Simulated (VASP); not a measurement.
# Shielding tensors and field gradients of MgO

Aim: NMR shielding tensors and field gradients of MgO. The cell is of the wurtzite type, one of the forms listed for this formula, which need not be the common one. The start is a computed cell from the Materials Project.

Main program and level: VASP 6.6.1; LDA; plane waves and PAW (Mg, O), in the first sound run; inputs show where later runs differ.

## Step 1: The starting structure

It takes space group P6_3mc (No. 186, hexagonal). Conventional cell: a = 3.308 Å, b = 3.308 Å, c = 4.983 Å, α = 90.00°, β = 90.00°, γ = 120.00°. Nearest to Mg lie 4 O at 1.97 to 1.99 Å. Nearest to O lie 4 Mg at 1.97 to 1.99 Å. Farther neighbours and most contacts between anions are not listed.

## Step 2: Ground state

A ground-state run shows first whether the cell has a gap, which the next steps need; its size sets how fine their mesh has to be.

The input, INCAR:

```
SYSTEM = MgO
PREC = Accurate
ENCUT = 520
EDIFF = 1E-07
NELM = 100
ISMEAR = 0
SIGMA = 0.01
LREAL = .FALSE.
ALGO = Normal
GGA = CA
NBANDS = 14
LORBIT = 11
LWAVE = .FALSE.
LCHARG = .FALSE.
KPAR = 4
```

The input, POSCAR:

```
MgO
1.0
    3.3077869865      0.0000000000      0.0000000000
   -1.6538934933      2.8646275606      0.0000000000
    0.0000000000      0.0000000000      4.9828816700
Mg O
2 2
Direct
    0.6666666667      0.3333333333      0.5021597400
    0.3333333333      0.6666666667      0.0021597400
    0.6666666667      0.3333333333      0.9024402600
    0.3333333333      0.6666666667      0.4024402600
```

The input, KPOINTS:

```
Automatic mesh
0
Gamma
7 7 4
0 0 0
```

PAW data sets: Mg and O (PBE family, release 64).

Started as:

```
> mpirun -np 4 vasp_std
```

Log:

```text
[banner, memory and clock lines left out]
running    4 mpi-ranks, on    1 nodes
 distrk:  each k-point on    1 cores,    4 groups
 distr:  one band on    1 cores,    1 groups

 POSCAR found type information on POSCAR MgO
 POSCAR found :  2 types and       4 ions
|                                                                             |
|               ----> ADVICE to this user running VASP <----                  |
|                                                                             |
|     You enforced a specific xc type in the INCAR file but a different       |
|     [... a line on the potential file left out ...]
|     I HOPE YOU KNOW WHAT YOU ARE DOING!                                     |
|                                                                             |

 LDA part: xc-table for (Slater(with rela. corr.)+CA(PZ))
 , standard interpolation
 POSCAR, INCAR and KPOINTS ok, starting setup
 FFT: planning ... GRIDC
 FFT: planning ... GRID_SOFT
 FFT: planning ... GRID
 WAVECAR not read
 entering main loop
       N       E                     dE             d eps       ncg     rms          rms(c)
DAV:   1     0.618526617359E+02    0.61853E+02   -0.75641E+03   672   0.101E+03
DAV:   2    -0.253015505222E+02   -0.87154E+02   -0.80831E+02   884   0.212E+02
DAV:   3    -0.299718511108E+02   -0.46703E+01   -0.46550E+01   846   0.519E+01
DAV:   4    -0.299942686861E+02   -0.22418E-01   -0.22415E-01   798   0.433E+00
DAV:   5    -0.299943918081E+02   -0.12312E-03   -0.12312E-03   846   0.312E-01    0.109E+01
DAV:   6    -0.262209490942E+02    0.37734E+01   -0.12668E+01   690   0.281E+01    0.388E+00
DAV:   7    -0.261068374150E+02    0.11411E+00   -0.26280E-01   720   0.427E+00    0.211E+00
DAV:   8    -0.260457941517E+02    0.61043E-01   -0.11189E-01   828   0.370E+00    0.461E-01
DAV:   9    -0.260434833747E+02    0.23108E-02   -0.61849E-03   834   0.717E-01    0.115E-01
DAV:  10    -0.260436471958E+02   -0.16382E-03   -0.13273E-04   744   0.997E-02    0.112E-02
DAV:  11    -0.260436463490E+02    0.84676E-06   -0.15007E-05   900   0.284E-02    0.936E-03
DAV:  12    -0.260436458980E+02    0.45103E-06   -0.26672E-06   780   0.142E-02    0.164E-03
DAV:  13    -0.260436458624E+02    0.35616E-07   -0.10168E-07   594   0.294E-03
   1 F= -.26043646E+02 E0= -.26043646E+02  d E =-.370013E-25
```

Run time: 6.6 s. Hardware: 4 MPI ranks of AMD EPYC 7R43, shared host; peak memory 0.48 GiB; 24 s of CPU time.

Lines that name or quote the potential files are left out of all logs, and their timing lines are given in words.

OUTCAR, selected parts (step 2):

```text
ion  position               nearest neighbor table
   1  0.667  0.333  0.502-   4 1.97   4 1.97   4 1.97   3 1.99   2 3.14   2 3.14   2 3.14   2 3.14
                             2 3.14   2 3.14
   2  0.333  0.667  0.002-   3 1.97   3 1.97   3 1.97   4 1.99   1 3.14   1 3.14   1 3.14   1 3.14
                             1 3.14   1 3.14
   3  0.667  0.333  0.902-   2 1.97   2 1.97   2 1.97   1 1.99
   4  0.333  0.667  0.402-   1 1.97   1 1.97   1 1.97   2 1.99

  LATTYP: Found a hexagonal cell.
 ALAT       =     3.3077869865
 C/A-ratio  =     1.5064094787

 Subroutine GETGRP returns: Found 12 space group operations
 (whereof  6 operations were pure point group operations)

The static configuration has the point symmetry C_3v.
 The point group associated with its full space group is C_6v.

 Found     24 irreducible k-points:

   k-points           NKPTS =     24   k-points in BZ     NKDIM =     24   number of bands    NBANDS=     14

   dimension x,y,z NGX =    28 NGY =   28 NGZ =   40
   dimension x,y,z NGXF=    56 NGYF=   56 NGZF=   80

   ENCUT  =  520.0 eV  38.22 Ry    6.18 a.u.   6.15  6.15  9.26*2*pi/ulx,y,z

   NELECT =      16.0000    total number of electrons

 k-points in reciprocal lattice and weights: Automatic mesh
   0.00000000  0.00000000  0.00000000       0.005
   0.14285714  0.00000000  0.00000000       0.031
   0.28571429  0.00000000  0.00000000       0.031
   0.42857143  0.00000000  0.00000000       0.031
   0.14285714  0.14285714  0.00000000       0.031
   0.28571429  0.14285714  0.00000000       0.061
   0.42857143  0.14285714  0.00000000       0.031
   0.28571429  0.28571429  0.00000000       0.031
   0.00000000  0.00000000  0.25000000       0.010
[...]
0.42857143  0.14285714  0.50000000       0.031
   0.28571429  0.28571429  0.50000000       0.031

 average (electrostatic) potential at core
       1 -36.0617       2 -36.0617       3 -71.2293       4 -71.2293

 E-fermi :   0.8499

 k-point     1 :       0.0000    0.0000    0.0000
  band No.  band energies     occupation
    ...
      4      -0.0181      2.00000
      5      -0.0181      2.00000
      6       0.3288      2.00000
      7       0.3288      2.00000
      8       0.7805      2.00000
      9       4.1458      0.00000
     10       9.1112      0.00000
     11      10.9464      0.00000
     12      14.6058      0.00000
     13      14.6058      0.00000
    ...

 k-point     2 :       0.1429    0.0000    0.0000
  band No.  band energies     occupation
    ...
      4      -0.5299      2.00000
      5      -0.2089      2.00000
      6      -0.1471      2.00000
      7       0.3371      2.00000
      8       0.7052      2.00000
      9       5.0303      0.00000
     10       9.6340      0.00000
     11      10.7702      0.00000
     12      12.8023      0.00000
     13      14.9358      0.00000
    ...

 k-point     3 :       0.2857    0.0000    0.0000
  band No.  band energies     occupation
    ...
      4      -1.5902      2.00000
      5      -0.9168      2.00000
      6      -0.3786      2.00000
      7       0.3064      2.00000
      8       0.4526      2.00000
      9       6.6415      0.00000
     10       9.7519      0.00000
     11      10.4643      0.00000
     12      11.7918      0.00000
     13      13.4862      0.00000
    ...

  Total       -1.1806481     -1.1806481     -1.0747460      0.0000000      0.0000000     -0.0000000
  in kB      -40.0631217    -40.0631217    -36.4695298      0.0000000      0.0000000     -0.0000000
  external PRESSURE =     -38.8652577 kB  Pullay stress =       0.0000000 kB

  energy-cutoff  :      520.00
  volume of cell :       47.22
      direct lattice vectors                 reciprocal lattice vectors
     3.307786987  0.000000000  0.000000000     0.302316928  0.174542760  0.000000000
    -1.653893493  2.864627561  0.000000000     0.000000000  0.349085519  0.000000000
     0.000000000  0.000000000  4.982881670     0.000000000  0.000000000  0.200687086

 POSITION                                       TOTAL-FORCE (eV/Angst)
 -----------------------------------------------------------------------------------
      1.65389      0.95488      2.50220         0.000000      0.000000      0.034673
     -0.00000      1.90975      0.01076        -0.000000     -0.000000      0.034673
      1.65389      0.95488      4.49675        -0.000000      0.000000     -0.034673
     -0.00000      1.90975      2.00531         0.000000     -0.000000     -0.034673
 -----------------------------------------------------------------------------------
    total drift:                               -0.000000     -0.000000      0.001080

  FREE ENERGIE OF THE ION-ELECTRON SYSTEM (eV)
  ---------------------------------------------------
  free  energy   TOTEN  =       -26.0436458624 eV

  energy  without entropy=      -26.0436458624  energy(sigma->0) =      -26.04364586

 total charge
# of ion       s       p       d       tot
------------------------------------------
    1        0.170   0.194   0.083   0.446
    2        0.170   0.194   0.083   0.446
    3        1.532   3.522   0.000   5.054
    4        1.532   3.522   0.000   5.054
--------------------------------------------------
tot          3.404   7.432   0.165  11.002

[... 3 further parts left out ...]
```

The gap is read on the k-mesh alone, so it is an upper bound where the band edges lie off the mesh. The PAW data sets were made with PBE, though LDA sets exist; this is a small mismatch.

A gap read on the k-mesh alone can miss the band edges.

Numbers from this step:

```
free energy (TOTEN)            : -26.04 eV
Fermi energy                   : 0.8499 eV
pressure                       : -3.887 GPa
gap on the k-mesh              : 3.365 eV
least direct gap on the k-mesh : 3.365 eV
```

The cell has a gap of 3.37 eV on this mesh and a pressure of -3.9 GPa, which holds the misfit of the given cell and coordinates with this functional, and any error of cutoff, mesh and data sets.

(Part 1 of 3 ends here.)

[Lines on the potential files, build, host, timing and source positions are cut from VASP's logs without a mark.]

[Logs are printed without paths, hosts, clocks, repeated set-up lines and the standing remarks that a program may print on its own settings, such as how far it seeks lower states.]

[Hosts, paths, dates, database ids (printed as entryN), source tags and the programs' standing remarks are cut or masked in the printed files.]
